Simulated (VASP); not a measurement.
# Au (P6_3/mmc) in VASP: notebook, part 2 of 2

VASP 6.6.1. Earlier steps stand in the parts before.

**5. Single point, PBE**

The input, run.py:

```python
from ase.calculators.vasp import Vasp
from ase.dft.bandgap import bandgap
from ase.io import read

atoms = read('Au.xyz')
calc = Vasp(
    directory='calc',
    xc='pbe',
    pp='PBE',
    setups={'base': 'minimal', 'Au': '_GW'},
    prec='Accurate',
    encut=550,
    ediff=1e-07,
    ismear=0,
    sigma=0.1,
    lreal=False,
    lasph=True,
    nelm=60,
    algo='Normal',
    isif=2,
    lwave=False,
    lcharg=True,
    lelf=True,
    lvhar=True,
    kpts=[11, 11, 6],
    gamma=True,
    nbands=18,
)
atoms.calc = calc

print('energy (eV):', atoms.get_potential_energy())
print('free energy (eV):', atoms.get_potential_energy(force_consistent=True))
print('forces (eV/A):')
print(atoms.get_forces())
print('stress (eV/A^3, Voigt):', atoms.get_stress())
print('Fermi level (eV):', calc.get_fermi_level())
gap, top, bottom = bandgap(calc)
print('band gap (eV):', gap, 'from (spin, k, band)', top, 'to', bottom)
```

The input, Au.xyz:

```xyz
2
Lattice="2.9000000000 0.0000000000 0.0000000000 -1.4500000000 2.5114736710 0.0000000000 0.0000000000 0.0000000000 4.8800000000" Properties=species:S:1:pos:R:3 pbc="T T T"
Au     1.4500000001      0.8371578902      1.2200000000
Au    -0.0000000001      1.6743157808      3.6600000000
```

Potentials or basis: VASP PAW PBE potentials, release 64 (Au_GW).

On the command line:

```console
python run.py
```

The program printed:

```text
energy (eV): -6.44682623
free energy (eV): -6.44990918
forces (eV/A):
[[-0.  0.  0.]
 [ 0.  0.  0.]]
stress (eV/A^3, Voigt): [-0.01073214 -0.01073214 -0.00541555 -0.          0.         -0.        ]
Fermi level (eV): 8.4978505
band gap (eV): 0.0 from (spin, k, band) (None, None, None) to (None, None, None)
```

OUTCAR:

```text
ENCUT = 550.000000
   EDIFF = 1.00e-07
   GGA = PE
   PREC = Accurate
   ISIF = 2
   ISMEAR = 0
   NELM = 60
   LASPH = .TRUE.
   LREAL = .FALSE.

 ion  position               nearest neighbor table
   1  0.667  0.333  0.250-   2 2.96   2 2.96   2 2.96   2 2.96   2 2.96   2 2.96
   2  0.333  0.667  0.750-   1 2.96   1 2.96   1 2.96   1 2.96   1 2.96   1 2.96

  LATTYP: Found a hexagonal cell.
 ALAT       =     2.9000000000
 C/A-ratio  =     1.6827586207

  Lattice vectors:

 A1 = (   2.9000000000,   0.0000000000,   0.0000000000)
 A2 = (  -1.4500000000,   2.5114736710,   0.0000000000)
 A3 = (   0.0000000000,   0.0000000000,   4.8800000000)

Analysis of symmetry for initial positions (statically):
=====================================================================
 Subroutine PRICEL returns:
 Original cell was already a primitive cell.

 Routine SETGRP: Setting up the symmetry group for a
 hexagonal supercell.

 Subroutine GETGRP returns: Found 24 space group operations
 (whereof 12 operations were pure point group operations)
 out of a pool of 24 trial point group operations.

The static configuration has the point symmetry D_3d.
 The point group associated with its full space group is D_6h.

Analysis of symmetry for dynamics (positions and initial velocities):
=====================================================================
 Subroutine PRICEL returns:
 Original cell was already a primitive cell.

 Routine SETGRP: Setting up the symmetry group for a
 hexagonal supercell.

 Subroutine GETGRP returns: Found 24 space group operations
 (whereof 12 operations were pure point group operations)
 out of a pool of 24 trial point group operations.

The dynamic configuration has the point symmetry D_3d.
 The point group associated with its full space group is D_6h.

 Subroutine INISYM returns: Found 24 space group operations
 (whereof 12 operations are pure point group operations),
 and found     1 'primitive' translations

----------------------------------------------------------------------------------------

                                     Primitive cell

  volume of cell :      35.5424

  direct lattice vectors                    reciprocal lattice vectors
     2.900000000  0.000000000  0.000000000     0.344827586  0.199086300  0.000000000
    -1.450000000  2.511473671  0.000000000     0.000000000  0.398172599  0.000000000
     0.000000000  0.000000000  4.880000000     0.000000000  0.000000000  0.204918033

[... 82 lines left out ...]
   NELM   =     60;   NELMIN=  2; NELMDL= -5     # of ELM steps
   EDIFF  = 0.1E-06   stopping-criterion for ELM
   LREAL  =      F    real-space projection
   EDIFFG = 0.1E-05   stopping-criterion for IOM
   NSW    =      0    number of steps for IOM
   IBRION =     -1    ionic relax: 0-MD 1-quasi-New 2-CG
   NFREE  =      0    steps in history (QN), initial steepest desc. (CG)
   ISIF   =      2    stress and relaxation
   ISYM   =      2    0-nonsym 1-usesym 2-fastsym
   POTIM  = 0.5000    time-step for ionic-motion
   TEBEG  =    0.0;   TEEND  =   0.0 temperature during run
   PSTRESS=    0.0 pullay stress
   NELECT =      22.0000    total number of electrons
   NUPDOWN=      -1.0000    fix difference up-down
   EMIN   =  10.00;   EMAX   =-10.00  energy-range for DOS
   EFERMI =   0.00;   METHOD = LEGACY
   ISMEAR =     0;   SIGMA  =   0.10  broadening in eV -4-tet -1-fermi 0-gaus
   EFERMI_NEDOS =   21; number of points for ismear=-14 and -15
   IALGO  =     38    algorithm
   IMIX   =      4    mixing-type and parameters
     AMIX     =   0.40;   BMIX     =  1.00
     AMIX_MAG =   1.60;   BMIX_MAG =  1.00
  volume/ion in A,a.u.               =      17.77       119.93
  Fermi-wavevector in a.u.,A,eV,Ry     =   1.395191  2.636528 26.484517  1.946557
  Thomas-Fermi vector in A             =   2.518667
   LORBIT       =      0    0 simple, 1 ext, 2 COOP (PROOUT), +10 PAW based schemes
   GGA     = PE    functional components
   LHFCALC =     F    Hartree Fock is set to
   AEXX    =    0.0000 exact exchange contribution
   IVDW    =     0    specifies the selected vdW correction
   LEPSILON=     F    determine dielectric tensor
   LRPA    =     F    only Hartree local field effects (RPA)
 non-spin polarized calculation
 Gauss-broadening in eV      SIGMA  =   0.10
  energy-cutoff  :      550.00
  volume of cell :       35.54
 maximum number of plane-waves:      1062
 NGX is ok and might be reduce to    24
   NGX = 11   NGY = 11   NGZ = 19

 number of electron      21.9999995 magnetization

 Free energy of the ion-electron system (eV)
  ---------------------------------------------------
  ext. energy  EPLUGINS =         0.00000000
  ---------------------------------------------------
  free energy    TOTEN  =        -6.44990918 eV

  energy without entropy =       -6.44374329  energy(sigma->0) =       -6.44682623

 E-fermi :   8.4979     XC(G=0): -12.7076

 val. band max:        8.4764394120   @ k =   0.1818   0.1818   0.3333
 cond. band min:       8.5167229355   @ k =   0.2727   0.1818   0.5000
 fundamental gap:      0.0402835235
 Fermi energy:         8.4978505025

 k-point     1 :       0.0000    0.0000    0.0000
  band No.  band energies     occupation
      1      -0.8977      2.00000
      2       1.4933      2.00000
      3       3.8725      2.00000
      4       4.1524      2.00000
      5       4.1524      2.00000
      6       4.4390      2.00000
[... 481 lines left out ...]
      5       3.9603      2.00000
      6       4.3844      2.00000
[... 10 lines left out ...]
     17      24.4159      0.00000
     18      25.6796      0.00000

 [... further k-points ...]

------------------------ aborting loop because EDIFF is reached ----------------------------------------

  FORCE on cell =-STRESS in cart. coord.  units (eV):
  Direction    XX          YY          ZZ          XY          YZ          ZX
  --------------------------------------------------------------------------------------
  -------------------------------------------------------------------------------------
  Total        0.3814457      0.3814457      0.1924815      0.0000000     -0.0000000     -0.0000000
  in kB       17.1947913     17.1947913      8.6766714      0.0000000     -0.0000000     -0.0000000
  external PRESSURE =      14.3554180 kB  Pullay stress =       0.0000000 kB

 VOLUME and BASIS-vectors are now :
 -----------------------------------------------------------------------------
  energy-cutoff  :      550.00
  volume of cell :       35.54
      direct lattice vectors                 reciprocal lattice vectors
     2.900000000  0.000000000  0.000000000     0.344827586  0.199086300  0.000000000
    -1.450000000  2.511473671  0.000000000     0.000000000  0.398172599  0.000000000
     0.000000000  0.000000000  4.880000000     0.000000000  0.000000000  0.204918033

 POSITION                                       TOTAL-FORCE (eV/Angst)
 -----------------------------------------------------------------------------------
      1.45000      0.83716      1.22000        -0.000000      0.000000      0.000000
     -0.00000      1.67432      3.66000         0.000000      0.000000      0.000000
 -----------------------------------------------------------------------------------
    total drift:                               -0.000000      0.000000     -0.000000

  FREE ENERGIE OF THE ION-ELECTRON SYSTEM (eV)
  ---------------------------------------------------
  free  energy   TOTEN  =        -6.4499091798 eV

  energy  without entropy=       -6.4437432893  energy(sigma->0) =       -6.44682623
```

INCAR:

```text
ENCUT = 550.000000
SIGMA = 0.100000
EDIFF = 1.00e-07
ALGO = Normal
GGA = PE
PREC = Accurate
ISIF = 2
ISMEAR = 0
NBANDS = 18
NELM = 60
LASPH = .TRUE.
LCHARG = .TRUE.
LELF = .TRUE.
LVHAR = .TRUE.
LWAVE = .FALSE.
LREAL = .FALSE.
```

It took 39 s on 1 thread of Intel Xeon Platinum 8259CL at 2.50GHz (Skylake/Cascade Lake), shared host; peak memory 0.19 GiB.

What came out:

```
Free energy            : -6.4499 eV
Pressure               : 1.4 GPa
Band gap on the k mesh : none (metal or under the smearing width)
```

**6. Relaxation of cell and atoms, LDA**

The input, INCAR:

```
ALGO     = Fast           # electronic algorithm
EDIFF    = 1E-6           # SCF threshold, eV
EDIFFG   = -0.01          # ionic threshold
ENCUT    = 600            # plane-wave cutoff, eV
GGA      = CA             # functional
IBRION   = 2              # ionic algorithm
ISIF     = 3              # what is computed and relaxed
ISMEAR   = 1              # smearing method
LASPH    = T              # aspherical terms in the spheres
LCHARG   = F              # write CHGCAR
LREAL    = F              # projectors in reciprocal space
LWAVE    = F              # write WAVECAR
NELM     = 60             # most SCF steps
NSW      = 40             # ionic steps
PREC     = Accurate       # precision mode
SIGMA    = 0.2            # smearing width, eV
```

The input, Au.cif:

```cif
data_Au
_cell_length_a 2.90000000
_cell_length_b 2.90000000
_cell_length_c 4.88000000
_cell_angle_alpha 90.00000000
_cell_angle_beta 90.00000000
_cell_angle_gamma 120.00000000
_space_group_name_H-M_alt 'P6_3/mmc'
_space_group_name_Hall '-P 6c 2c'
_space_group_IT_number 194
loop_
_space_group_symop_operation_xyz
'x,y,z'
'-x,-y,-z'
'x-y,x,z+1/2'
'-x+y,-x,-z+1/2'
'-y,x-y,z'
'y,-x+y,-z'
'-x,-y,z+1/2'
'x,y,-z+1/2'
'-x+y,-x,z'
'x-y,x,-z'
'y,-x+y,z+1/2'
'-y,x-y,-z+1/2'
'-y,-x,-z+1/2'
'y,x,z+1/2'
'-x,-x+y,-z'
'x,x-y,z'
'-x+y,y,-z+1/2'
'x-y,-y,z+1/2'
'y,x,-z'
'-y,-x,z'
'x,x-y,-z+1/2'
'-x,-x+y,z+1/2'
'x-y,-y,-z'
'-x+y,y,z'
loop_
_atom_site_label
_atom_site_type_symbol
_atom_site_symmetry_multiplicity
_atom_site_Wyckoff_symbol
_atom_site_fract_x
_atom_site_fract_y
_atom_site_fract_z
_atom_site_occupancy
Au1 Au 2 d 0.6666666667 0.3333333333 0.2500000000 1
```

The input, KPOINTS:

```
k-points
0
Gamma
  11 11 6
```

The input, POSCAR:

```
Au
 1.0000000000000000
     2.8999999999999999    0.0000000000000000    0.0000000000000000
    -1.4499999999999993    2.5114736709748722    0.0000000000000000
     0.0000000000000000    0.0000000000000000    4.8799999999999999
 Au 
   2
Cartesian
  1.4500000001450000  0.8371578902412415  1.2200000000000000
 -0.0000000001449995  1.6743157807336309  3.6600000000000001
```

Potentials or basis: VASP PAW LDA potentials, release 54 (Au).

On the command line:

```console
ase convert -i cif -o vasp Au.cif POSCAR
cat potpaw_LDA.54/Au/POTCAR > POTCAR
mpirun -np 1 vasp_std > vasp.out
```

Run time: 2.1 min. Hardware: 1 thread of Intel Xeon Platinum 8259CL at 2.50GHz (Skylake/Cascade Lake), shared host; peak memory 0.17 GiB.

It converged, with:

```yaml
Free_energy: -8.8806 eV
Relaxed_volume: 16.63 Å³/atom
Relaxed_cell: a = 2.848 Å, b = 2.848 Å, c = 4.737 Å, α = 90.00°, β = 90.00°, γ = 120.00°
Space_group_after_relaxing_to_0.05_Å: P6_3/mmc (No. 194)
Energy_gained_by_relaxing: 39.5 meV/atom
Ionic_steps: 10
Pressure_after_relaxing: 0.0 GPa
Band_gap_on_the_k_mesh: none (metal or under the smearing width)
```

Step by step:
```tsv
step	energy change (eV)	largest force (eV/Å)	pressure (GPa)	volume (Å³)
1	0.0000	0.0000	-10.29	35.54
2	0.1663	0.0000	26.79	29.99
3	-0.0780	0.0000	-0.53	33.34
4	-0.0781	0.0000	0.10	33.27
5	-0.0789	0.0000	0.13	33.26
6	-0.0791	0.0000	0.15	33.24
7	-0.0791	0.0000	0.13	33.24
8	-0.0791	0.0000	0.14	33.24
9	-0.0790	0.0000	-0.28	33.31
10	-0.0791	0.0000	0.01	33.27
```

Final structure:
```xyz
2
Lattice="2.8476 0.0000 0.0000 -1.4238 2.4661 0.0000 0.0000 0.0000 4.7371" Properties=species:S:1:pos:R:3 pbc="T T T"
Au    1.4238    0.8220    1.1843
Au    0.0000    1.6441    3.5528
```

Levels at points of the mesh, in eV from the Fermi level:
```csv
k point,band 9,band 10,band 11,band 12,band 13,band 14
"(0.00, 0.00, 0.00)",-3.69,-2.19,-2.19,-1.22,2.93,14.52
"(0.00, 0.00, 0.50)",-2.68,-2.68,-2.68,-2.68,11.01,11.01
```

Spin-orbit coupling is left out, which matters for the levels of Au. Zero-point motion and thermal expansion aren't in these numbers.

**7. The reference run**

An earlier run on the cell as given: functional PBE; potentials or basis VASP PAW PBE potentials, release 64 (Au); cutoff 520 eV; k mesh 11 × 11 × 6; occupations fermi-dirac, width 0.05 eV; no spin polarisation.

* Pressure: 1.6 GPa
* Band gap on the k mesh: none (metal or under the smearing width)

**8. Summary**

```csv
task,level,potentials or basis,cell,cutoff (eV),smearing,gap on the mesh (eV),pressure (GPa)
single point,PBE,"VASP PAW PBE potentials, release 64 (Au)",as given,520,gaussian 0.05 eV,none,1.6
single point,PBEsol+D3,"VASP PAW PBE potentials, release 64 (Au_sv_GW)",cell strained at random at fixed volume,600,methfessel-paxton 0.1 eV,none,-9.9
single point,PBE,"VASP PAW PBE potentials, release 64 (Au_GW)",as given,550,gaussian 0.1 eV,none,1.4
relaxation of cell and atoms,LDA,"VASP PAW LDA potentials, release 54 (Au)",relaxed,600,methfessel-paxton 0.2 eV,none,0.0
single point,PBE,"VASP PAW PBE potentials, release 64 (Au)",as given,520,fermi-dirac 0.05 eV,none,1.6
```

Alike in all rows: no spin polarisation; k mesh 11 × 11 × 6.

Caveats: the PAW data sets were made with another functional, which shifts forces and pressure a little (some runs); pairwise dispersion overbinds metals, which lowers pressure and volume (some runs).

Absolute energies hang on the potentials; compare differences alone.
